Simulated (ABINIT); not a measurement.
## Quasiparticle gap of SiC (Moissanite) in ABINIT

Aim: the G0W0 gap of SiC (Moissanite) on PBE, step by step.

Main program and level: ABINIT 10.8.3; PBE and many-body steps on it, plane waves.

**Experimental background.**

- Gap 3.33 eV: band gap at cryogenic temperature; bulk crystal (literature value) (quoted in “Silicon carbide diodes for neutron detection”, 2020, arxiv:2009.14696).

## Step 1: The structure

Symmetry: P6_3mc, No. 186, hexagonal system. Conventional cell: a = 3.076 Å, b = 3.076 Å, c = 5.048 Å, α = 90.00°, β = 90.00°, γ = 120.00°. Nearest to Si lie 4 C at 1.87 to 1.94 Å. Nearest to C lie 4 Si at 1.87 to 1.94 Å. Farther neighbours are not listed.

As a file:

```cif
data_structure
_symmetry_space_group_name_H-M 'P6_3mc'
_symmetry_Int_Tables_number 186
_cell_length_a 3.0760
_cell_length_b 3.0760
_cell_length_c 5.0480
_cell_angle_alpha 90.000
_cell_angle_beta 90.000
_cell_angle_gamma 120.000
_cell_volume 41.36
loop_
_atom_site_label
_atom_site_type_symbol
_atom_site_symmetry_multiplicity
_atom_site_Wyckoff_symbol
_atom_site_fract_x
_atom_site_fract_y
_atom_site_fract_z
_atom_site_occupancy
Si1 Si 2 b 0.33333 0.66667 0.00000 1
C1 C 2 b 0.33333 0.66667 0.38500 1
```

The cell and positions come from the Crystallography Open Database and are kept as given unless a step says otherwise.

## Step 2: Ground state

This step: ABINIT 10.8.3; DFT, PBE, plane waves, norm-conserving pseudopotentials.

The ground-state density comes first.

run.abi reads:

```
acell 3*1.0 Angstrom
rprim 
  3.075999999976 0.000000000005 0.000000000000
  -1.537999999993 2.663894142018 0.000000000000
  0.000000000000 0.000000000000 5.048000000000
ntypat 2
znucl 14 6
natom 4
typat 1 1 2 2
xred 
  0.333333333333 0.666666666667 0.000000000000
  0.666666666667 0.333333333333 0.500000000000
  0.333333333333 0.666666666667 0.385000000000
  0.666666666667 0.333333333333 0.885000000000
pp_dirpath "pseudos"
pseudos "Si.upf, C.upf"
ecut 37
ngkpt 6 6 4
nshiftk 1
shiftk 0 0 0
kptopt 1
chksymbreak 0
nband 14
occopt 1
tolvrs 1e-10
nstep 60
prtwf 0
optforces 0
optstress 0
indata_prefix "in"
outdata_prefix "out"
tmpdata_prefix "tmp"
```

Command:

```console
> OMP_NUM_THREADS=1 mpirun -n 4 abinit run.abi > log
```

Numbers of over 12 decimals in the logs are rounded to 6 here.

The log of the run:

```text
.Version 10.8.3 of ABINIT. v10.8.2 released Aug 2026.

 Symmetries : space group P6_3 m c (#186); Bravais hP (primitive hexag.)
================================================================================
 Values of the parameters that define the memory need of the present run
     intxc =       0    ionmov =       0      iscf =       7    lmnmax =       6
     lnmax =       6     mgfft =      54  mpssoang =       3    mqgrid =    3001
     natom =       4  nloc_mem =       1    nspden =       1   nspinor =       1
    nsppol =       1      nsym =      12    n1xccc =    2501    ntypat =       2
    occopt =       1   xclevel =       2
-    mband =          14        mffmem =           1         mkmem =           6
       mpw =        3018          nfft =       55296          nkpt =          21
================================================================================
  Rough estimation (10% accuracy) of disk space for files :
================================================================================

--------------------------------------------------------------------------------
------------- Echo of variables that govern the present computation ------------
--------------------------------------------------------------------------------
 -outvars: echo values of preprocessed input variables --------
            acell      1.8897261259E+00  1.8897261259E+00  1.8897261259E+00 Bohr

      chksymbreak           0
             ecut      3.70000000E+01 Hartree
-          fftalg         312

              ixc     -101130
              kpt      0.00000000E+00  0.00000000E+00  0.00000000E+00
                       1.66666667E-01  0.00000000E+00  0.00000000E+00
                       3.33333333E-01  0.00000000E+00  0.00000000E+00
                       5.00000000E-01  0.00000000E+00  0.00000000E+00
                       1.66666667E-01  1.66666667E-01  0.00000000E+00
                       3.33333333E-01  1.66666667E-01  0.00000000E+00
                       3.33333333E-01  3.33333333E-01  0.00000000E+00
                       0.00000000E+00  0.00000000E+00  2.50000000E-01
                       1.66666667E-01  0.00000000E+00  2.50000000E-01
   [... 10 further rows ...]
                       3.33333333E-01  1.66666667E-01  5.00000000E-01
                       3.33333333E-01  3.33333333E-01  5.00000000E-01
         kptrlatt        6    0    0      0    6    0      0    0    4
          kptrlen      3.48767854E+01
P           mkmem           6
            natom           4
            nband          14
            ngfft          32      32      54
             nkpt          21
            nstep          60
             nsym          12
           ntypat           2
              occ      2.000000  2.000000  2.000000  2.000000  2.000000  2.000000
                       2.000000  2.000000  0.000000  0.000000  0.000000  0.000000
                       0.000000  0.000000
        optforces           0
        optstress           0
            prtwf           0
            rprim      3.0760000000E+00  5.0000000000E-12  0.0000000000E+00
[...]
spgroup         186

           tolvrs      1.00000000E-10

             xred      3.3333333333E-01  6.6666666667E-01  0.0000000000E+00
[...]
znucl       14.00000    6.00000

================================================================================

 chkinp: Checking input parameters for consistency.

================================================================================
== DATASET  1 ==================================================================
-   mpi_nproc: 4, omp_nthreads: 1 (-1 if OMP is not activated)

--- !DatasetInfo
iteration_state: {dtset: 1, }
dimensions: {natom: 4, nkpt: 21, mband: 14, nsppol: 1, nspinor: 1, nspden: 1, mpw: 3018, }
cutoff_energies: {ecut:  37.0, pawecutdg:  -1.0, }
electrons: {nelect:   1.60000000E+01, charge:   0.00000000E+00, occopt:   1.00000000E+00, tsmear:   1.00000000E-02, }

 Real(R)+Recip(G) space primitive vectors, cartesian coordinates (Bohr,Bohr^-1):
 R(1)=  5.8127976  0.0000000  0.0000000  G(1)=  0.1720342  0.0993240  0.0000000
 R(2)= -2.9063988  5.0340304  0.0000000  G(2)=  0.0000000  0.1986480  0.0000000
 R(3)=  0.0000000  0.0000000  9.5393375  G(3)=  0.0000000  0.0000000  0.1048291
 Unit cell volume ucvol=  2.7913818E+02 bohr^3
 Angles (23,13,12)=  9.00000000E+01  9.00000000E+01  1.20000000E+02 degrees

 getcut: wavevector=  0.0000  0.0000  0.0000  ngfft=  32  32  54
         ecut(hartree)=     37.000   => boxcut(ratio)=   2.01048

--- Pseudopotential description ------------------------------------------------
- Si Generated using ONCVPSP code by D. R. Hamann
- 14.00000   4.00000  171031                  znucl, zion, pspdat
12 -101130 2 -1 1510                          pspcod,pspxc,lmax,lloc,mmax
     nproj     2     2     2
  pspatm : epsatm=    9.34321561
         --- l  ekb(1:nproj) -->
[...]
pspatm: atomic psp has been read  and splines computed

- C Generated using ONCVPSP code by D. R. Hamann
-  6.00000   4.00000  171031                  znucl, zion, pspdat
12 -101130 1 -1 1248                          pspcod,pspxc,lmax,lloc,mmax
     nproj     2     2     0
  pspatm : epsatm=    4.31346680
         --- l  ekb(1:nproj) -->
[...]
pspatm: atomic psp has been read  and splines computed

   4.37013837E+02                                ecore*ucvol(ha*bohr**3)
--------------------------------------------------------------------------------

_setup2: Arith. and geom. avg. npw (full set) are    3001.146    3001.130

================================================================================

--- !BeginCycle
iteration_state: {dtset: 1, }
solver: {iscf: 7, nstep: 60, nline: 4, wfoptalg: 0, }
tolerances: {tolvrs: 1.00E-10, }

     iter   Etot(hartree)      deltaE(h)  residm     vres2
 ETOT  1  -20.337641086206    -2.034E+01 4.849E-02 5.937E+02
 ETOT  2  -20.460855596345    -1.232E-01 3.347E-02 2.498E+02
 ETOT  3  -20.537391256047    -7.654E-02 7.138E-03 1.759E-01
 ETOT  4  -20.537492812717    -1.016E-04 1.183E-03 7.161E-03
 ETOT  5  -20.537493847314    -1.035E-06 7.510E-04 3.002E-04
 ETOT  6  -20.537493877383    -3.007E-08 1.580E-04 2.889E-06
 ETOT  7  -20.537493877957    -5.749E-10 1.622E-04 8.028E-08
 ETOT  8  -20.537493877969    -1.143E-11 1.734E-04 2.268E-09
 ETOT  9  -20.537493877969    -4.903E-13 7.985E-05 6.694E-11

 At SCF step    9       vres2   =  6.69E-11 < tolvrs=  1.00E-10 =>converged.

--- !ResultsGS
iteration_state: {dtset: 1, }
comment   : Summary of ground state results
lattice_vectors:
- [  5.8127976,   0.0000000,   0.0000000, ]
- [ -2.9063988,   5.0340304,   0.0000000, ]
- [  0.0000000,   0.0000000,   9.5393375, ]
lattice_lengths: [   5.81280,    5.81280,    9.53934, ]
lattice_angles: [ 90.000,  90.000, 120.000, ] # degrees, (23, 13, 12)
lattice_volume:   2.7913818E+02
convergence: {deltae: -4.903E-13, res2:  6.694E-11, residm:  7.985E-05, diffor:  0.000E+00, }
etotal    :  -2.05374939E+01
entropy   :   0.00000000E+00
fermie    :   2.62342056E-01
cartesian_stress_tensor: null
pressure_GPa: null
xred      :
- [  3.3333E-01,   6.6667E-01,   0.0000E+00, Si]
- [  6.6667E-01,   3.3333E-01,   5.0000E-01, Si]
- [  3.3333E-01,   6.6667E-01,   3.8500E-01,  C]
- [  6.6667E-01,   3.3333E-01,   8.8500E-01,  C]
cartesian_forces: null
force_length_stats: {min: null, max: null, mean: null, }

 Integrated electronic density in atomic spheres:
 ------------------------------------------------
 Atom  Sphere_radius  Integrated_density
[...]
4        2.00000          4.25024988
================================================================================

 ----iterations are completed or convergence reached----

 Mean square residual over all n,k,spin=   54.290E-08; max=  79.852E-06
 reduced coordinates (array xred) for    4 atoms
       0.333333333333      0.666666666667      0.000000000000
       0.666666666667      0.333333333333      0.500000000000
       0.333333333333      0.666666666667      0.385000000000
       0.666666666667      0.333333333333      0.885000000000
 rms dE/dt=  0.0000E+00; max dE/dt=  0.0000E+00; dE/dt below (all hartree)
    1       0.000000000000      0.000000000000      0.000000000000
    2       0.000000000000      0.000000000000      0.000000000000
    3       0.000000000000      0.000000000000      0.000000000000
    4       0.000000000000      0.000000000000      0.000000000000

 cartesian coordinates (angstrom) at end:
    1     -3.33e-12     1.775929     0.000000
    2      1.538000     0.887965     2.524000
    3     -3.33e-12     1.775929     1.943480
    4      1.538000     0.887965     4.467480
 length scales=  1.889726125908  1.889726125908  1.889726125908 bohr
              =  1.000000000000  1.000000000000  1.000000000000 angstroms
 prteigrs : about to open file out_EIG
 Fermi (or HOMO) energy (hartree) =   0.26234   Average Vxc (hartree)=  -0.41464
 Eigenvalues (hartree) for nkpt=  21  k points:
 kpt#   1, nband= 14, wtk=  0.00694, kpt=  0.0000  0.0000  0.0000 (reduced coord)
  -0.31576   -0.18705   -0.05743    0.20511    0.20511    0.25223    0.25223    0.26234
   0.43211    0.48352    0.50154    0.50154    0.53980    0.58219
 prteigrs : prtvol=0 or 1, do not print more k-points.

--- !EnergyTerms
iteration_state     : {dtset: 1, }
comment             : Components of total free energy in Hartree
kinetic             :  1.17970971388480E+01
hartree             :  2.37509658793516E+00
xc                  : -7.56315009857121E+00
Ewald energy        : -2.08945945883793E+01
psp_core            :  1.56558245601285E+00
local_psp           : -8.33446446050681E+00
non_local_psp       :  5.16939086692048E-01
total_energy        : -2.05374938779693E+01
total_energy_eV     : -5.58853678437893E+02
band_energy         :  5.55257698708976E-01

== END DATASET(S) ==============================================================
================================================================================

 -outvars: echo values of variables after computation  --------
           etotal     -2.0537493878E+01
            nband          14
             nkpt          21
          spgroup         186
 [... the other variables as echoed above ...]

 Calculation completed.
```

The job ended after 7.6 s (4 MPI ranks of Intel Xeon Platinum 8488C (Sapphire Rapids), shared host; peak memory 0.33 GiB).

Numbers from this step:

```
total energy               : -558.8537 eV
gap                        : 2.329 eV
k of the valence top       : 0, 0, 0
k of the conduction bottom : 0.3333, 0.3333, 0
least direct gap           : 4.083 eV
```

The gap is indirect, with the least direct gap 1.75 eV higher.

[end of part 1 of 3]

[Paths, hosts, dates, memory and timing lines, banners, echoed tables and standing remarks are left out of the program output.]

[Logs are printed without paths, hosts, clocks, repeated set-up lines and the standing remarks that a program may print on its own settings, such as how far it seeks lower states.]

[Runs of the session that timed out or met a known fault of the program may be left out.]

[Hosts, paths, dates, database ids (printed as entryN), source tags and the programs' standing remarks are cut or masked in the printed files.]

[G0W0 gaps are taken among the corrected bands and points alone; a level outside them can change the order at an edge.]

[Where Ansatz stands beside ABINIT at settings called matched, ABINIT's density can come from a denser mesh and the files from another edition; pairs whose starting gaps differed by over 0.03 eV were left out, so agreement reads better than it is.]
